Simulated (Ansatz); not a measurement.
Computed with Ansatz, DFT PBE, scalar-relativistic, plane waves, PAW. All cells share a 420 eV cutoff and Γ-centred k meshes spaced at most about 0.3 Å⁻¹ (2π included). No spin polarisation in the final relaxations.

These are static total energies at zero pressure.

Two relaxed structures of CaO:

A.

Space group P-6m2 (No. 187). a = 3.300 Å, b = 3.300 Å, c = 2.999 Å, α = 90.00°, β = 90.00°, γ = 120.00°
```tsv
atom	site	symmetry	x	y	z
Ca	1a	-6m2	0.0000	0.0000	0.0000
O	1d	-6m2	0.3333	0.6667	0.5000
```

B.

Space group Pm-3m (No. 221). a = 2.934 Å, b = 2.934 Å, c = 2.934 Å, α = 90.00°, β = 90.00°, γ = 90.00°
```json
{"atom": "Ca", "site": "1a", "symmetry": "m-3m", "x": "0.0000", "y": "0.0000", "z": "0.0000"}
{"atom": "O", "site": "1b", "symmetry": "m-3m", "x": "0.5000", "y": "0.5000", "z": "0.5000"}
```

Problem. Which is lower in energy, and by how much?

Solution. A is lower, by 240 meV/atom. A has the tungsten carbide type, space group P-6m2 (No. 187), 14.1 Å³/atom and a gap of 3.33 eV on its mesh; B has the caesium chloride type, space group Pm-3m (No. 221), 12.6 Å³/atom and a gap of 2.78 eV. Counting O atoms around Ca (those within 1.25 times the shortest such distance or 1.15 times the sum of covalent radii), A has Ca 6 and B has Ca 8. The lower one is the more open, so pressure narrows the difference. In A, Ca has 6 O at 2.42 Å; O has 6 Ca at 2.42 Å. In B, around Ca lie 8 O at 2.54 Å and 6 Ca at 2.93 Å; around O lie 8 Ca at 2.54 Å and 6 O at 2.93 Å. Both come from invented guesses. A third cell relaxed alike, in F-43m, lies 71 meV/atom below the lower of the two. The part of the Crystallography Open Database at hand lists CaO in space group No. 225, which no cell shown has.

Kohn–Sham gaps at this level usually fall short of measured ones. A magnetic state wasn't ruled out in cells without spin, among them P-6m2. Cells relaxed within their symmetry can be saddle points.
